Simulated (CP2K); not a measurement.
# Sn in CP2K: convergence with k mesh

Input of the first run (k mesh 3 × 3 × 3); the others differ in this setting and in those tied to it:

sn_converge.inp

```
&GLOBAL
  PROJECT sn_converge
  RUN_TYPE ENERGY_FORCE
  PRINT_LEVEL LOW
&END GLOBAL
&FORCE_EVAL
  METHOD QS
  STRESS_TENSOR ANALYTICAL
  &DFT
    BASIS_SET_FILE_NAME BASIS_MOLOPT_UZH
    POTENTIAL_FILE_NAME POTENTIAL_UZH
    &MGRID
      CUTOFF 450
      REL_CUTOFF 60
      NGRIDS 5
    &END MGRID
    &QS
      METHOD GPW
      EPS_DEFAULT 1.0E-9
    &END QS
    &KPOINTS
      SCHEME MONKHORST-PACK 3 3 3
      GAMMA_CENTERED T
      SYMMETRY T
      SYMMETRY_BACKEND SPGLIB
    &END KPOINTS
    &SCF
      SCF_GUESS ATOMIC
      EPS_SCF 1.0E-6
      MAX_SCF 100
      ADDED_MOS 8
      CHOLESKY OFF
      EPS_EIGVAL 1.0E-7
      &DIAGONALIZATION ON
        ALGORITHM STANDARD
      &END DIAGONALIZATION
      &MIXING ON
        METHOD BROYDEN_MIXING
        ALPHA 0.4
        BETA 1.5
        NBUFFER 8
      &END MIXING
      &SMEAR ON
        METHOD FERMI_DIRAC
        ELECTRONIC_TEMPERATURE 1160.45
      &END SMEAR
    &END SCF
    &XC
      &XC_FUNCTIONAL
        &GGA_X_PBE
        &END GGA_X_PBE
        &GGA_C_PBE
        &END GGA_C_PBE
      &END XC_FUNCTIONAL
    &END XC
    &PRINT
      &KPOINTS ON
      &END KPOINTS
      &MULLIKEN ON
      &END MULLIKEN
      &MO ON
        ENERGIES T
        OCCUPATION_NUMBERS T
        &EACH
          QS_SCF 0
        &END EACH
        ADD_LAST NUMERIC
      &END MO
    &END PRINT
  &END DFT
  &SUBSYS
    &CELL
      A 3.2185152525 0.0000000000 0.0000000000
      B -0.2486683088 3.5340993351 0.0000000000
      C -1.4248489017 -1.8020050604 2.5151778043
      PERIODIC XYZ
    &END CELL
    &COORD
      SCALED
      Sn  -0.0036380000 -0.0075840000 -0.0112690000
    &END COORD
    &KIND Sn
      BASIS_SET DZVP-MOLOPT-PBE-GTH-q4
      POTENTIAL GTH-PBE-q4
    &END KIND
    &PRINT
      &ATOMIC_COORDINATES ON
      &END ATOMIC_COORDINATES
      &CELL ON
      &END CELL
      &SYMMETRY ON
      &END SYMMETRY
    &END PRINT
  &END SUBSYS
  &PRINT
    &FORCES ON
    &END FORCES
    &STRESS_TENSOR ON
    &END STRESS_TENSOR
  &END PRINT
&END FORCE_EVAL
```

Potentials or basis: POTENTIAL_UZH Sn GTH-PBE-q4; DZVP-MOLOPT-PBE-GTH basis.

Run with:

```sh
$ OMP_NUM_THREADS=1 cp2k.psmp -i sn_converge.inp -o sn_converge.out
```

The cell isn't the ideal one: cell strained at random at fixed volume.

This isn't the form of Sn at room conditions, which is tetragonal (white tin).

Hardware: 1 thread of Arm Neoverse V2, on a shared host.

Question: The values tried are 3 × 3 × 3, 4 × 4 × 4, 5 × 4 × 5, 6 × 5 × 6, 7 × 6 × 7, 8 × 8 × 9, 10 × 9 × 10, 12 × 11 × 13, loosest first. From which on does the pressure stay within 0.1 GPa of the tightest run that finished?

Answer: From 7 × 6 × 7 on.

```
      k mesh  energy less the tightest run, at zero smearing (meV/atom)  pressure (GPa)  SCF cycles  CPU time (s)  peak memory (GiB)
   3 × 3 × 3                                                     -39.33           -3.31           9           4.9               0.21
   4 × 4 × 4                                                     117.84            0.49          11           6.1               0.21
   5 × 4 × 5                                                      32.72            0.83          11           6.5               0.21
   6 × 5 × 6                                                     -30.76            0.35          11           7.4               0.21
   7 × 6 × 7                                                       1.33            0.77          11           8.6               0.21
   8 × 8 × 9                                                      -0.34            0.76          11            11               0.21
 10 × 9 × 10                                                       3.34            0.76          11            15               0.21
12 × 11 × 13                                                       0.00            0.75          11            23               0.22
```

Not settled before the last step: the energy (to 1 meV/atom). Meshes of other sizes hit other points, so gaps and Fermi surfaces needn't settle smoothly. The tightest run that finished is the yardstick and may itself not be fully converged.

Caveat, for the tightest run too: the basis of atomic orbitals isn't converged, which shifts pressures, moduli and gaps.
